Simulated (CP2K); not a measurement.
Ga2O3:

```xyz
5
Lattice="3.0985 0.0000 0.0000 1.5479 2.6842 0.0000 -0.0192 -0.0111 7.6881" Properties=species:S:1:pos:R:3 pbc="T T T"
Ga    3.0925    1.7865    2.3862
Ga    1.5348    0.8866    5.3019
O    -0.0096   -0.0055    3.8440
O     3.0890    1.7844    6.3323
O     1.5383    0.8887    1.3558
```

The cell was built by a generator and needn't be a form met in nature.

Program: CP2K 2026.2. Alike in all runs: task band structure; potentials or basis POTENTIAL_UZH Ga GTH-PBE-q13, O GTH-PBE-q6; DZVP-MOLOPT-PBE-GTH basis; no spin polarisation; cell as given; k mesh 10 × 10 × 4; smearing fermi-dirac 0.05 eV.

Task: Order these runs on this cell by their pressure, lowest first.
A. level AM05
B. level LDA
C. level revPBE
D. level PBE
E. level vdW-DF2; cutoff of the non-local correlation (Ry) 300

Result: B (-24.8 GPa), A (-21.4 GPa), D (-17.7 GPa), C (-15.7 GPa), E (-10.4 GPa).

Caveats: the basis of atomic orbitals isn't converged, which shifts pressures, moduli and gaps; the potentials were made for another functional, which shifts forces and pressure (some runs).
